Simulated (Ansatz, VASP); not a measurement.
**GaSb3 in VASP and in Ansatz**

File INCAR:

```
SYSTEM = GaSb3
PREC = Accurate
ENCUT = 520
EDIFF = 1E-6
ISMEAR = 0
SIGMA = 0.15
LREAL = .False.
LASPH = .True.
NELM = 100
ALGO = Fast
ISIF = 2
LWAVE = .False.
LCHARG = .False.
GGA = PE
IVDW = 12
NBANDS = 22
```

File KPOINTS:

```
regular mesh
0
Gamma
  12 12 12
  0 0 0
```

The input POSCAR:

```
GaSb3
1.0
    0.0000000000      3.6478901011      3.6478901011
    3.6478901011      0.0000000000      3.6478901011
    3.6478901011      3.6478901011      0.0000000000
Ga Sb
1 3
Direct
    0.0000000000      0.0000000000      0.0000000000
    0.2500000000      0.2500000000      0.2500000000
    0.7500000000      0.7500000000      0.7500000000
    0.5000000000      0.5000000000      0.5000000000
```

Input for Ansatz:

```yaml
crystal:
  lattice:
    - [0.0, 3.6478901011, 3.6478901011]
    - [3.6478901011, 0.0, 3.6478901011]
    - [3.6478901011, 3.6478901011, 0.0]
  atoms:
    - { symbol: Ga, position: [0.0, 0.0, 0.0] }
    - { symbol: Sb, position: [0.25, 0.25, 0.25] }
    - { symbol: Sb, position: [0.75, 0.75, 0.75] }
    - { symbol: Sb, position: [0.5, 0.5, 0.5] }
basis:
  ecutwfc: 420
kpoints:
  mp_grid: { grid: [12, 12, 12] }
hamiltonian:
  xc: pbe
  dispersion: d3bj
scf:
  occupations: { method: gaussian, width: 0.15 }
output:
  forces: true
  stress: true
  eigenvalues: true
```

The cell comes from a database or a generator and needn't be the stable form of this composition.

Alike in both runs: task single point; functional PBE; dispersion D3(BJ); k mesh 12 × 12 × 12; occupations gaussian, width 0.15 eV; no spin polarisation.

|  | VASP | Ansatz |
| --- | --- | --- |
| version | VASP 6.6.1 | Ansatz 0.2.0 |
| potentials or method | VASP PAW PBE potentials, release 64 (Ga_d, Sb) | scalar-relativistic, plane waves, PAW |
| plane-wave cutoff (eV) | 520 | 420 |
| valence electrons in the cell | 28 | 58 |

Ansatz gave:

| Property | Result |
| --- | --- |
| gap on the k mesh at the Fermi level (eV) | none |
| pressure (GPa) | 0.4 |

Q: Which values does VASP return?

A: gap on the k mesh at the Fermi level (eV): none; pressure (GPa): 0.3.

A gap of «none» marks a metal or a gap that the smearing closes. The two sets of potentials don't hold the same shells in valence.

Caveats: pairwise dispersion overbinds metals, which lowers pressure and volume. The runs have no spin-orbit coupling, so splittings on Sb are missing.
